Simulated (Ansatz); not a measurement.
Rh under changes of volume

One of the cells (13.671 Å³/atom); the others are scaled copies at fixed shape and fractional positions:

```xyz
1
Lattice="0.0000 1.8979 1.8979 1.8979 0.0000 1.8979 1.8979 1.8979 0.0000" Properties=species:S:1:pos:R:3 pbc="T T T"
Rh    0.0000    0.0000    0.0000
```

- Program: Ansatz 0.2.0
- Functional: PBE
- Potentials or basis: all-electron LAPW, scalar-relativistic
- Cutoff: 298 eV (chosen from the basis error)
- Basis error allowed: 0.0005 eV/atom
- k mesh: 12 × 12 × 12
- Occupations: fermi-dirac, width 0.05 eV
- Spin: no spin polarisation

```tsv
volume (Å³/atom)	energy over the lowest point (meV/atom)	pressure (GPa)
12.851	95.22	28.5
13.125	?	?
13.398	24.79	13.5
13.671	7.34	7.2
13.945	0.00	1.7
14.218	1.62	-3.2
14.492	11.17	-7.6
```

Question: What does the run at 13.125 Å³/atom give?

Answer: Energy over the lowest point 53.60 meV/atom; pressure 20.6 GPa.

Worked out: A Birch-Murnaghan fit of order 3 (a polynomial in V^(-2/3)) to the other rows has its minimum at 14.03 Å³/atom with B0 = V·E''(V) = 259 GPa and B' = 5.1. It gives 53.52 meV/atom at 13.125 Å³/atom, against the run's 53.60, and -dE/dV = 20.5 GPa, against 20.6.

Energies are extrapolated to zero smearing.
